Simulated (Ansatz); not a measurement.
# SnO2: the band gap up the ladder of functionals

One table from this session's results is given with a row withheld; the runs are named, their logs left out.

The runs shown are made with Ansatz 0.2.0. PAW datasets, plane waves. The calculation is spin-unpolarised, and the structure need not be a phase that has been made.

## The cell

The cell was relaxed beforehand with r2SCAN.

Space group I4_1/amd (No. 141), tetragonal; conventional cell a = 3.999 Å, c = 10.203 Å, 13.60 Å³ an atom. Near Sn stand 6 O at 2.05–2.08 Å; near O stand 3 Sn at 2.05–2.08 Å.

Coordinates:

Space group I4_1/amd:1 (No. 141). a = 3.999 Å, b = 3.999 Å, c = 10.203 Å, α = 90.00°, β = 90.00°, γ = 90.00°
| atom | site | symmetry | x | y | z |
| --- | --- | --- | --- | --- | --- |
| Sn | 4a | -4m2 | 0.0000 | 0.5000 | 0.2500 |
| O | 8e | 2mm. | 0.0000 | 0.5000 | 0.0463 |

Set-up of the first run:

File input.yaml:

```yaml
crystal:
  lattice:
    - [-1.9996342317, 1.9996342317, 5.1012714375]
    - [1.9996342317, -1.9996342317, 5.1012714375]
    - [1.9996342317, 1.9996342317, -5.1012714375]
  atoms:
    - { symbol: Sn, position: [0.75, 0.25, 0.5] }
    - { symbol: Sn, position: [0.0, 0.0, 0.0] }
    - { symbol: O, position: [0.5463404713, 0.0463404713, 0.5] }
    - { symbol: O, position: [0.7963404713, 0.7963404713, 0.0] }
    - { symbol: O, position: [0.2036595287, 0.2036595287, 0.0] }
    - { symbol: O, position: [0.9536595287, 0.4536595287, 0.5] }
kpoints:
  mp_grid: { grid: [10, 10, 10] }
  band_path:
    path:
      - [[0.0, 0.0, 0.0], [2.343073911388e-17, 4.329913484445e-18, 0.5], [0.25, 0.25, 0.25], [5.029838371782e-17, 0.5, -1.495888725711e-17], [0.0, 0.0, 0.0], [0.5, 0.5, -0.5], [0.2884135344453, 0.7115864655547, -0.2884135344453]]
      - [[-0.2884135344453, 0.2884135344453, 0.2884135344453], [0.0, 0.0, 0.0]]
      - [[2.343073911388e-17, 4.329913484445e-18, 0.5], [-0.07682706889064, 0.07682706889064, 0.5]]
      - [[0.5, 0.5, -0.07682706889064], [0.5, 0.5, -0.5]]
    npoints: 10
hamiltonian:
  xc: pbe
scf:
  occupations: { method: fermi_dirac, width: 0.02 }
  n_extra_bands: 5
output:
  forces: true
  stress: true
  eigenvalues: true
```

The run is started by

```
> ansatz run input.yaml --threads 2 --pin off --max-ram 20275MiB --backend cpu --events-out ev --progress --plain --runs-dir out
```

Among the steps run: PBE band path; Single point with r2SCAN; HSE06; Single point with PBE+SOC; Single point with PBE0; LDA at the same geometry; DDH-PBE0; r2SCAN0.

One of the session's tables, all rows but one given; the rest of the session is left out.

| level | gap (eV) |
| --- | --- |
| PBE | 1.71 |
| r2SCAN | ? |
| HSE06 | 3.39 |
| PBE+SOC | 1.71 |
| PBE0 | 4.11 |
| LDA | 1.54 |
| DDH-PBE0 | 4.03 |
| r2SCAN0 | 4.54 |

**Question.** Estimate the row for r2SCAN.

As computed: gap (eV): 2.33. In the column «gap (eV)» it lies between PBE+SOC (1.71) and HSE06 (3.39).

Meshes: PBE 10×10×10, r2SCAN 10×10×10, HSE06 6×6×6, PBE+SOC 10×10×10, PBE0 6×6×6, LDA 10×10×10, DDH-PBE0 6×6×6, r2SCAN0 6×6×6

In words: The gap runs from 1.54 eV (LDA) to 4.54 eV (r2SCAN0). Against HSE06, PBE is short by 1.68 eV, at 50 % of it, and r2SCAN 69 %. PBE0 lies 0.71 eV above HSE06, which differs from it by screening the long-range exchange.

To keep in mind: Warnings in the runs' records: stress exchange threshold loose, stress scf threshold loose.
